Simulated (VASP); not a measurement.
# Pt (Im-3m) in VASP: notebook, part 5 of 7

VASP 6.6.1. The steps go on from the part before.

### 81 Equation of state, LDA, 16.38 Å³/atom

File INCAR:

```
PREC = Accurate
ENCUT = 650
EDIFF = 1E-6
ISMEAR = 1
SIGMA = 0.15
LREAL = F
LASPH = T
NELM = 100
ALGO = Normal
ISIF = 2
LWAVE = F
LCHARG = F
GGA = CA
ADDGRID = F
```

File KPOINTS:

```
regular mesh
0
Gamma
  11 11 11
```

File POSCAR:

```
Pt
1.0
   -1.5999063667      1.5999063667      1.5999063667
    1.5999063667     -1.5999063667      1.5999063667
    1.5999063667      1.5999063667     -1.5999063667
Pt
1
Direct
    0.0000000000      0.0000000000      0.0000000000
```

Potentials or basis: VASP PAW LDA potentials, release 64 (Pt).

Run with:

```console
> cat potpaw_LDA.64/Pt/POTCAR > POTCAR
> mpirun -np 1 vasp_std > vasp.out
```

Wall time 7.3 s (1 thread of Intel Xeon Platinum 8488C (Sapphire Rapids), shared host); peak memory 0.13 GiB.

These settings aren't checked as converged: the numbers below hold their error.

What came out:

* Free energy: -7.2627 eV
* Pressure: -20.5 GPa
* Band gap on the k mesh: none (metal or under the smearing width)

### 82 Equation of state, LDA, 15.43 Å³/atom

Edit INCAR of step 81 so:

```diff
@@ -1,3 +1,3 @@
 PREC = Accurate
-ENCUT = 650
+ENCUT = 520
 EDIFF = 1E-6
```

File KPOINTS:

```
regular mesh
0
Gamma
  13 13 13
```

File POSCAR:

```
Pt
1.0
   -1.5682166836      1.5682166836      1.5682166836
    1.5682166836     -1.5682166836      1.5682166836
    1.5682166836      1.5682166836     -1.5682166836
Pt
1
Direct
    0.0000000000      0.0000000000      0.0000000000
```

Run with:

```console
> cat potpaw_LDA.64/Pt/POTCAR > POTCAR
> mpirun -np 1 vasp_std > vasp.out
```

Wall time 9.7 s (1 thread of Intel Xeon Platinum 8488C (Sapphire Rapids), shared host); peak memory 0.12 GiB.

The run converged, but some of its settings lie outside the range that counts as converged, so its numbers aren't taken as properties of the crystal.

What came out:

```
Free energy            : -7.3676 eV
Pressure               : -8.5 GPa
Band gap on the k mesh : none (metal or under the smearing width)
```

### 83 Equation of state, LDA, 16.38 Å³/atom

INCAR is that of step 82.

KPOINTS is that of step 82.

File POSCAR:

```
Pt
1.0
   -1.5999063667      1.5999063667      1.5999063667
    1.5999063667     -1.5999063667      1.5999063667
    1.5999063667      1.5999063667     -1.5999063667
Pt
1
Direct
    0.0000000000      0.0000000000      0.0000000000
```

Run with:

```console
> cat potpaw_LDA.64/Pt/POTCAR > POTCAR
> mpirun -np 1 vasp_std > vasp.out
```

Run time: 9.1 s. Hardware: 1 thread of Intel Xeon Platinum 8488C (Sapphire Rapids), shared host; peak memory 0.13 GiB.

These settings aren't checked as converged: the numbers below hold their error.

What came out:

- Free energy: -7.2780 eV
- Pressure: -20.9 GPa
- Band gap on the k mesh: none (metal or under the smearing width)

### 84 Equation of state, LDA, 15.43 Å³/atom

Edit INCAR of step 83 so:

```diff
@@ -4,3 +4,3 @@
 ISMEAR = 1
-SIGMA = 0.15
+SIGMA = 0.1
 LREAL = F
```

KPOINTS is that of step 83.

File POSCAR:

```
Pt
1.0
   -1.5682166836      1.5682166836      1.5682166836
    1.5682166836     -1.5682166836      1.5682166836
    1.5682166836      1.5682166836     -1.5682166836
Pt
1
Direct
    0.0000000000      0.0000000000      0.0000000000
```

Potentials or basis: VASP PAW LDA potentials, release 64 (Pt).

Run with:

```console
> cat potpaw_LDA.64/Pt/POTCAR > POTCAR
> mpirun -np 1 vasp_std > vasp.out
```

Run time: 8 s. Hardware: 1 thread of Intel Xeon Platinum 8488C (Sapphire Rapids), shared host; peak memory 0.12 GiB.

These settings aren't checked as converged: the numbers below hold their error.

Results:

* Free energy: -7.3679 eV
* Pressure: -8.6 GPa
* Band gap on the k mesh: none (metal or under the smearing width)

### 85 Equation of state, LDA, 16.38 Å³/atom

INCAR is that of step 84.

KPOINTS is that of step 84.

File POSCAR:

```
Pt
1.0
   -1.5999063667      1.5999063667      1.5999063667
    1.5999063667     -1.5999063667      1.5999063667
    1.5999063667      1.5999063667     -1.5999063667
Pt
1
Direct
    0.0000000000      0.0000000000      0.0000000000
```

Run with:

```console
> cat potpaw_LDA.64/Pt/POTCAR > POTCAR
> mpirun -np 1 vasp_std > vasp.out
```

Wall time 8.2 s (1 thread of Intel Xeon Platinum 8488C (Sapphire Rapids), shared host); peak memory 0.13 GiB.

These settings aren't checked as converged: the numbers below hold their error.

What came out:

```yaml
Free_energy: -7.2779 eV
Pressure: -21.0 GPa
Band_gap_on_the_k_mesh: none (metal or under the smearing width)
```

### 86 Equation of state, LDA, 15.43 Å³/atom

Edit INCAR of step 85 so:

```diff
@@ -1,6 +1,6 @@
 PREC = Accurate
-ENCUT = 520
+ENCUT = 400
 EDIFF = 1E-6
 ISMEAR = 1
-SIGMA = 0.1
+SIGMA = 0.15
 LREAL = F
```

File KPOINTS:

```
regular mesh
0
Gamma
  15 15 15
```

File POSCAR:

```
Pt
1.0
   -1.5682166836      1.5682166836      1.5682166836
    1.5682166836     -1.5682166836      1.5682166836
    1.5682166836      1.5682166836     -1.5682166836
Pt
1
Direct
    0.0000000000      0.0000000000      0.0000000000
```

Run with:

```console
> cat potpaw_LDA.64/Pt/POTCAR > POTCAR
> mpirun -np 1 vasp_std > vasp.out
```

It took 8.6 s on 1 thread of Intel Xeon Platinum 8488C (Sapphire Rapids), shared host; peak memory 0.12 GiB.

The run converged, but some of its settings lie outside the range that counts as converged, so its numbers aren't taken as properties of the crystal.

What came out:

```
Free energy            : -7.3862 eV
Pressure               : -8.7 GPa
Band gap on the k mesh : none (metal or under the smearing width)
```

### 87 Equation of state, LDA, 16.38 Å³/atom

INCAR is that of step 86.

KPOINTS is that of step 86.

File POSCAR:

```
Pt
1.0
   -1.5999063667      1.5999063667      1.5999063667
    1.5999063667     -1.5999063667      1.5999063667
    1.5999063667      1.5999063667     -1.5999063667
Pt
1
Direct
    0.0000000000      0.0000000000      0.0000000000
```

Potentials or basis: VASP PAW LDA potentials, release 64 (Pt).

Run with:

```console
> cat potpaw_LDA.64/Pt/POTCAR > POTCAR
> mpirun -np 1 vasp_std > vasp.out
```

Wall time 7.4 s (1 thread of Intel Xeon Platinum 8488C (Sapphire Rapids), shared host); peak memory 0.12 GiB.

The run converged, but some of its settings lie outside the range that counts as converged, so its numbers aren't taken as properties of the crystal.

Results:

```
Free energy            : -7.2954 eV
Pressure               : -21.2 GPa
Band gap on the k mesh : none (metal or under the smearing width)
```

### 88 Equation of state, LDA, 15.43 Å³/atom

Edit INCAR of step 87 so:

```diff
@@ -1,3 +1,3 @@
 PREC = Accurate
-ENCUT = 400
+ENCUT = 460
 EDIFF = 1E-6
```

KPOINTS is that of step 87.

File POSCAR:

```
Pt
1.0
   -1.5682166836      1.5682166836      1.5682166836
    1.5682166836     -1.5682166836      1.5682166836
    1.5682166836      1.5682166836     -1.5682166836
Pt
1
Direct
    0.0000000000      0.0000000000      0.0000000000
```

Run with:

```console
> cat potpaw_LDA.64/Pt/POTCAR > POTCAR
> mpirun -np 1 vasp_std > vasp.out
```

It took 12 s on 1 thread of Intel Xeon Platinum 8488C (Sapphire Rapids), shared host; peak memory 0.13 GiB.

These settings aren't checked as converged: the numbers below hold their error.

What came out:

| Quantity | Value |
| --- | --- |
| Free energy | -7.3863 eV |
| Pressure | -8.6 GPa |
| Band gap on the k mesh | none (metal or under the smearing width) |

### 89 Equation of state, LDA, 16.38 Å³/atom

INCAR is that of step 88.

KPOINTS is that of step 88.

File POSCAR:

```
Pt
1.0
   -1.5999063667      1.5999063667      1.5999063667
    1.5999063667     -1.5999063667      1.5999063667
    1.5999063667      1.5999063667     -1.5999063667
Pt
1
Direct
    0.0000000000      0.0000000000      0.0000000000
```

Run with:

```console
> cat potpaw_LDA.64/Pt/POTCAR > POTCAR
> mpirun -np 1 vasp_std > vasp.out
```

Run time: 12 s. Hardware: 1 thread of Intel Xeon Platinum 8488C (Sapphire Rapids), shared host; peak memory 0.12 GiB.

The run converged, but some of its settings lie outside the range that counts as converged, so its numbers aren't taken as properties of the crystal.

What came out:

```
Free energy            : -7.2955 eV
Pressure               : -21.1 GPa
Band gap on the k mesh : none (metal or under the smearing width)
```

### 90 Equation of state, LDA, 15.43 Å³/atom

Edit INCAR of step 89 so:

```diff
@@ -4,3 +4,3 @@
 ISMEAR = 1
-SIGMA = 0.15
+SIGMA = 0.4
 LREAL = F
```

KPOINTS is that of step 89.

File POSCAR:

```
Pt
1.0
   -1.5682166836      1.5682166836      1.5682166836
    1.5682166836     -1.5682166836      1.5682166836
    1.5682166836      1.5682166836     -1.5682166836
Pt
1
Direct
    0.0000000000      0.0000000000      0.0000000000
```

Potentials or basis: VASP PAW LDA potentials, release 64 (Pt).

Run with:

```console
> cat potpaw_LDA.64/Pt/POTCAR > POTCAR
> mpirun -np 1 vasp_std > vasp.out
```

Wall time 9.2 s (1 thread of Intel Xeon Platinum 8488C (Sapphire Rapids), shared host); peak memory 0.13 GiB.

These settings aren't checked as converged: the numbers below hold their error.

Results:

| Item | Value |
| --- | --- |
| Free energy | -7.3797 eV |
| Pressure | -8.7 GPa |
| Band gap on the k mesh | none (metal or under the smearing width) |

### 91 Equation of state, LDA, 16.38 Å³/atom

INCAR is that of step 90.

KPOINTS is that of step 90.

File POSCAR:

```
Pt
1.0
   -1.5999063667      1.5999063667      1.5999063667
    1.5999063667     -1.5999063667      1.5999063667
    1.5999063667      1.5999063667     -1.5999063667
Pt
1
Direct
    0.0000000000      0.0000000000      0.0000000000
```

Run with:

```console
> cat potpaw_LDA.64/Pt/POTCAR > POTCAR
> mpirun -np 1 vasp_std > vasp.out
```

It took 11 s on 1 thread of Intel Xeon Platinum 8488C (Sapphire Rapids), shared host; peak memory 0.13 GiB.

These settings aren't checked as converged: the numbers below hold their error.

What came out:

```
Free energy            : -7.2879 eV
Pressure               : -21.3 GPa
Band gap on the k mesh : none (metal or under the smearing width)
```

### 92 Equation of state, LDA, 15.43 Å³/atom

Edit INCAR of step 91 so:

```diff
@@ -4,3 +4,3 @@
 ISMEAR = 1
-SIGMA = 0.4
+SIGMA = 0.2
 LREAL = F
```

KPOINTS is that of step 91.

File POSCAR:

```
Pt
1.0
   -1.5682166836      1.5682166836      1.5682166836
    1.5682166836     -1.5682166836      1.5682166836
    1.5682166836      1.5682166836     -1.5682166836
Pt
1
Direct
    0.0000000000      0.0000000000      0.0000000000
```

Run with:

```console
> cat potpaw_LDA.64/Pt/POTCAR > POTCAR
> mpirun -np 1 vasp_std > vasp.out
```

Wall time 7.8 s (1 thread of Intel Xeon Platinum 8488C (Sapphire Rapids), shared host); peak memory 0.13 GiB.

These settings aren't checked as converged: the numbers below hold their error.

What came out:

| Property | Result |
| --- | --- |
| Free energy | -7.3861 eV |
| Pressure | -8.6 GPa |
| Band gap on the k mesh | none (metal or under the smearing width) |

### 93 Equation of state, LDA, 16.38 Å³/atom

INCAR is that of step 92.

KPOINTS is that of step 92.

File POSCAR:

```
Pt
1.0
   -1.5999063667      1.5999063667      1.5999063667
    1.5999063667     -1.5999063667      1.5999063667
    1.5999063667      1.5999063667     -1.5999063667
Pt
1
Direct
    0.0000000000      0.0000000000      0.0000000000
```

Potentials or basis: VASP PAW LDA potentials, release 64 (Pt).

Run with:

```console
> cat potpaw_LDA.64/Pt/POTCAR > POTCAR
> mpirun -np 1 vasp_std > vasp.out
```

Run time: 8.8 s. Hardware: 1 thread of Intel Xeon Platinum 8488C (Sapphire Rapids), shared host; peak memory 0.13 GiB.

These settings aren't checked as converged: the numbers below hold their error.

What came out:

```yaml
Free_energy: -7.2952 eV
Pressure: -21.1 GPa
Band_gap_on_the_k_mesh: none (metal or under the smearing width)
```

### 94 Equation of state, LDA, 15.43 Å³/atom

Edit INCAR of step 93 so:

```diff
@@ -4,3 +4,3 @@
 ISMEAR = 1
-SIGMA = 0.2
+SIGMA = 0.1
 LREAL = F
```

KPOINTS is that of step 93.

File POSCAR:

```
Pt
1.0
   -1.5682166836      1.5682166836      1.5682166836
    1.5682166836     -1.5682166836      1.5682166836
    1.5682166836      1.5682166836     -1.5682166836
Pt
1
Direct
    0.0000000000      0.0000000000      0.0000000000
```

Run with:

```console
> cat potpaw_LDA.64/Pt/POTCAR > POTCAR
> mpirun -np 1 vasp_std > vasp.out
```

Wall time 11 s (1 thread of Intel Xeon Platinum 8488C (Sapphire Rapids), shared host); peak memory 0.13 GiB.

The run converged, but some of its settings lie outside the range that counts as converged, so its numbers aren't taken as properties of the crystal.

What came out:

* Free energy: -7.3861 eV
* Pressure: -8.7 GPa
* Band gap on the k mesh: none (metal or under the smearing width)

### 95 Equation of state, LDA, 16.38 Å³/atom

INCAR is that of step 94.

KPOINTS is that of step 94.

File POSCAR:

```
Pt
1.0
   -1.5999063667      1.5999063667      1.5999063667
    1.5999063667     -1.5999063667      1.5999063667
    1.5999063667      1.5999063667     -1.5999063667
Pt
1
Direct
    0.0000000000      0.0000000000      0.0000000000
```

Run with:

```console
> cat potpaw_LDA.64/Pt/POTCAR > POTCAR
> mpirun -np 1 vasp_std > vasp.out
```

It took 11 s on 1 thread of Intel Xeon Platinum 8488C (Sapphire Rapids), shared host; peak memory 0.12 GiB.

The run converged, but some of its settings lie outside the range that counts as converged, so its numbers aren't taken as properties of the crystal.

What came out:

```
Free energy            : -7.2954 eV
Pressure               : -21.0 GPa
Band gap on the k mesh : none (metal or under the smearing width)
```

### 96 Equation of state, LDA, 15.43 Å³/atom

Edit INCAR of step 95 so:

```diff
@@ -4,3 +4,3 @@
 ISMEAR = 1
-SIGMA = 0.1
+SIGMA = 0.05
 LREAL = F
```

KPOINTS is that of step 95.

File POSCAR:

```
Pt
1.0
   -1.5682166836      1.5682166836      1.5682166836
    1.5682166836     -1.5682166836      1.5682166836
    1.5682166836      1.5682166836     -1.5682166836
Pt
1
Direct
    0.0000000000      0.0000000000      0.0000000000
```

Potentials or basis: VASP PAW LDA potentials, release 64 (Pt).

Run with:

```console
> cat potpaw_LDA.64/Pt/POTCAR > POTCAR
> mpirun -np 1 vasp_std > vasp.out
```

Wall time 11 s (1 thread of Intel Xeon Platinum 8488C (Sapphire Rapids), shared host); peak memory 0.13 GiB.

These settings aren't checked as converged: the numbers below hold their error.

What came out:

```yaml
Free_energy: -7.3860 eV
Pressure: -8.7 GPa
Band_gap_on_the_k_mesh: none (metal or under the smearing width)
```

### 97 Equation of state, LDA, 16.38 Å³/atom

INCAR is that of step 96.

KPOINTS is that of step 96.

File POSCAR:

```
Pt
1.0
   -1.5999063667      1.5999063667      1.5999063667
    1.5999063667     -1.5999063667      1.5999063667
    1.5999063667      1.5999063667     -1.5999063667
Pt
1
Direct
    0.0000000000      0.0000000000      0.0000000000
```

Run with:

```console
> cat potpaw_LDA.64/Pt/POTCAR > POTCAR
> mpirun -np 1 vasp_std > vasp.out
```

Run time: 10 s. Hardware: 1 thread of Intel Xeon Platinum 8488C (Sapphire Rapids), shared host; peak memory 0.13 GiB.

The run converged, but some of its settings lie outside the range that counts as converged, so its numbers aren't taken as properties of the crystal.

What came out:

```
Free energy            : -7.2953 eV
Pressure               : -21.1 GPa
Band gap on the k mesh : none (metal or under the smearing width)
```

### 98 Equation of state, LDA, 15.43 Å³/atom

Edit INCAR of step 97 so:

```diff
@@ -4,3 +4,3 @@
 ISMEAR = 1
-SIGMA = 0.05
+SIGMA = 0.02
 LREAL = F
```

KPOINTS is that of step 97.

File POSCAR:

```
Pt
1.0
   -1.5682166836      1.5682166836      1.5682166836
    1.5682166836     -1.5682166836      1.5682166836
    1.5682166836      1.5682166836     -1.5682166836
Pt
1
Direct
    0.0000000000      0.0000000000      0.0000000000
```

Run with:

```console
> cat potpaw_LDA.64/Pt/POTCAR > POTCAR
> mpirun -np 1 vasp_std > vasp.out
```

Wall time 8.6 s (1 thread of Intel Xeon Platinum 8488C (Sapphire Rapids), shared host); peak memory 0.12 GiB.

The run converged, but some of its settings lie outside the range that counts as converged, so its numbers aren't taken as properties of the crystal.

What came out:

| Quantity | Value |
| --- | --- |
| Free energy | -7.3860 eV |
| Pressure | -8.7 GPa |
| Band gap on the k mesh | none (metal or under the smearing width) |

### 99 Equation of state, LDA, 16.38 Å³/atom

INCAR is that of step 98.

KPOINTS is that of step 98.

File POSCAR:

```
Pt
1.0
   -1.5999063667      1.5999063667      1.5999063667
    1.5999063667     -1.5999063667      1.5999063667
    1.5999063667      1.5999063667     -1.5999063667
Pt
1
Direct
    0.0000000000      0.0000000000      0.0000000000
```

Potentials or basis: VASP PAW LDA potentials, release 64 (Pt).

Run with:

```console
> cat potpaw_LDA.64/Pt/POTCAR > POTCAR
> mpirun -np 1 vasp_std > vasp.out
```

It took 7.8 s on 1 thread of Intel Xeon Platinum 8488C (Sapphire Rapids), shared host; peak memory 0.13 GiB.

The run converged, but some of its settings lie outside the range that counts as converged, so its numbers aren't taken as properties of the crystal.

What came out:

```
Free energy            : -7.2953 eV
Pressure               : -21.0 GPa
Band gap on the k mesh : none (metal or under the smearing width)
```

### 100 Equation of state, LDA, 15.43 Å³/atom

Edit INCAR of step 99 so:

```diff
@@ -3,4 +3,4 @@
 EDIFF = 1E-6
-ISMEAR = 1
-SIGMA = 0.02
+ISMEAR = -5
+SIGMA = 0.15
 LREAL = F
```

KPOINTS is that of step 99.

File POSCAR:

```
Pt
1.0
   -1.5682166836      1.5682166836      1.5682166836
    1.5682166836     -1.5682166836      1.5682166836
    1.5682166836      1.5682166836     -1.5682166836
Pt
1
Direct
    0.0000000000      0.0000000000      0.0000000000
```

Run with:

```console
> cat potpaw_LDA.64/Pt/POTCAR > POTCAR
> mpirun -np 1 vasp_std > vasp.out
```

Run time: 9.9 s. Hardware: 1 thread of Intel Xeon Platinum 8488C (Sapphire Rapids), shared host; peak memory 0.13 GiB.

These settings aren't checked as converged: the numbers below hold their error.

What came out:

| Quantity | Value |
| --- | --- |
| Free energy | -7.3789 eV |
| Pressure | -8.5 GPa |
| Band gap on the k mesh | none (metal or under the smearing width) |

Caveat: tetrahedron occupations give inexact forces and stress in metals.

### 101 Equation of state, LDA, 16.38 Å³/atom

INCAR is that of step 100.

KPOINTS is that of step 100.

File POSCAR:

```
Pt
1.0
   -1.5999063667      1.5999063667      1.5999063667
    1.5999063667     -1.5999063667      1.5999063667
    1.5999063667      1.5999063667     -1.5999063667
Pt
1
Direct
    0.0000000000      0.0000000000      0.0000000000
```

Run with:

```console
> cat potpaw_LDA.64/Pt/POTCAR > POTCAR
> mpirun -np 1 vasp_std > vasp.out
```

Wall time 9.9 s (1 thread of Intel Xeon Platinum 8488C (Sapphire Rapids), shared host); peak memory 0.13 GiB.

The run converged, but some of its settings lie outside the range that counts as converged, so its numbers aren't taken as properties of the crystal.

What came out:

| Property | Result |
| --- | --- |
| Free energy | -7.2883 eV |
| Pressure | -21.0 GPa |
| Band gap on the k mesh | none (metal or under the smearing width) |

Caveat: tetrahedron occupations give inexact forces and stress in metals.

### 102 Equation of state, LDA, 15.43 Å³/atom

Edit INCAR of step 101 so:

```diff
@@ -3,3 +3,3 @@
 EDIFF = 1E-6
-ISMEAR = -5
+ISMEAR = 0
 SIGMA = 0.15
```

KPOINTS is that of step 101.

File POSCAR:

```
Pt
1.0
   -1.5682166836      1.5682166836      1.5682166836
    1.5682166836     -1.5682166836      1.5682166836
    1.5682166836      1.5682166836     -1.5682166836
Pt
1
Direct
    0.0000000000      0.0000000000      0.0000000000
```

Potentials or basis: VASP PAW LDA potentials, release 64 (Pt).

Run with:

```console
> cat potpaw_LDA.64/Pt/POTCAR > POTCAR
> mpirun -np 1 vasp_std > vasp.out
```

It took 8.6 s on 1 thread of Intel Xeon Platinum 8488C (Sapphire Rapids), shared host; peak memory 0.13 GiB.

These settings aren't checked as converged: the numbers below hold their error.

Results:

- Free energy: -7.3903 eV
- Pressure: -8.5 GPa
- Band gap on the k mesh: none (metal or under the smearing width)

### 103 Equation of state, LDA, 16.38 Å³/atom

INCAR is that of step 102.

KPOINTS is that of step 102.

File POSCAR:

```
Pt
1.0
   -1.5999063667      1.5999063667      1.5999063667
    1.5999063667     -1.5999063667      1.5999063667
    1.5999063667      1.5999063667     -1.5999063667
Pt
1
Direct
    0.0000000000      0.0000000000      0.0000000000
```

Run with:

```console
> cat potpaw_LDA.64/Pt/POTCAR > POTCAR
> mpirun -np 1 vasp_std > vasp.out
```

It took 9.1 s on 1 thread of Intel Xeon Platinum 8488C (Sapphire Rapids), shared host; peak memory 0.12 GiB.

These settings aren't checked as converged: the numbers below hold their error.

What came out:

| Quantity | Value |
| --- | --- |
| Free energy | -7.3000 eV |
| Pressure | -21.0 GPa |
| Band gap on the k mesh | none (metal or under the smearing width) |

### 104 Equation of state, LDA, 15.43 Å³/atom

Edit INCAR of step 103 so:

```diff
@@ -3,3 +3,3 @@
 EDIFF = 1E-6
-ISMEAR = 0
+ISMEAR = -1
 SIGMA = 0.15
```

KPOINTS is that of step 103.

File POSCAR:

```
Pt
1.0
   -1.5682166836      1.5682166836      1.5682166836
    1.5682166836     -1.5682166836      1.5682166836
    1.5682166836      1.5682166836     -1.5682166836
Pt
1
Direct
    0.0000000000      0.0000000000      0.0000000000
```

Run with:

```console
> cat potpaw_LDA.64/Pt/POTCAR > POTCAR
> mpirun -np 1 vasp_std > vasp.out
```

Run time: 8.6 s. Hardware: 1 thread of Intel Xeon Platinum 8488C (Sapphire Rapids), shared host; peak memory 0.12 GiB.

The run converged, but some of its settings lie outside the range that counts as converged, so its numbers aren't taken as properties of the crystal.

What came out:

| Quantity | Value |
| --- | --- |
| Free energy | -7.4178 eV |
| Pressure | -7.9 GPa |
| Band gap on the k mesh | none (metal or under the smearing width) |

(Part 5 of 7 ends here.)
